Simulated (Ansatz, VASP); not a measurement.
One calculation of Hf, two programs

INCAR

```
SYSTEM = Hf
ALGO = Normal
EDIFF = 1E-7
ENCUT = 520
GGA = PE
ISIF = 2
ISMEAR = -1
LASPH = .TRUE.
LCHARG = .FALSE.
LREAL = .FALSE.
LWAVE = .FALSE.
NBANDS = 17
NELM = 80
PREC = Accurate
SIGMA = 0.05
```

The input KPOINTS:

```
k-points
0
G
  10 10 5
  0 0 0
```

File POSCAR:

```
Hf
1.0
    3.1534960552      0.0000000000      0.0000000000
   -1.5767480276      2.7310076946      0.0000000000
    0.0000000000      0.0000000000      4.9894429718
Hf
2
Direct
    0.6666666667      0.3333333333      0.7500000000
    0.3333333333      0.6666666667      0.2500000000
```

The input input.yaml:

```yaml
crystal:
  lattice:
    - [3.1534960552, 0.0, 0.0]
    - [-1.5767480276, 2.7310076946, 0.0]
    - [0.0, 0.0, 4.9894429718]
  atoms:
    - { symbol: Hf, position: [0.6666666667, 0.3333333333, 0.75] }
    - { symbol: Hf, position: [0.3333333333, 0.6666666667, 0.25] }
hamiltonian:
  xc: pbe
  pseudopotentials: { kind: paw }
kpoints:
  mp_grid: { grid: [10, 10, 5] }
scf:
  occupations: { method: fermi_dirac, width: 0.05 }
output:
  forces: true
  stress: true
  eigenvalues: true
  write_density: true
  write_potential: true
  elf: true
  volumetric_format: npy
```

Change from the starting cell: volume scaled by 0.96.

Alike in both runs: task single point; functional PBE; k mesh 10 × 10 × 5; occupations fermi-dirac, width 0.05 eV; no spin polarisation.

|  | VASP | Ansatz |
| --- | --- | --- |
| version | VASP 6.6.1 | Ansatz 0.2.0 |
| potentials or method | VASP PAW PBE potentials, release 64 (Hf_pv) | Ansatz PAW |
| plane-wave cutoff (eV) | 520 | 420 |
| valence electrons in the cell | 20 | 52 |

|  | VASP | Ansatz | Ansatz less VASP |
| --- | --- | --- | --- |
| gap on the k mesh at the Fermi level (eV) | none | none | - |
| pressure (GPa) | 4.9 | 5.4 | +0.45 |
| largest component of the traceless stress (GPa) | 0.14 | 0.06 | -0.073 |

A gap of «none» marks a metal or a gap that the smearing closes. With one functional, cell and mesh, what is left measures potentials, basis and numerics. The two sets of potentials don't hold the same shells in valence.

The runs have no spin-orbit coupling, so splittings on Hf are missing.
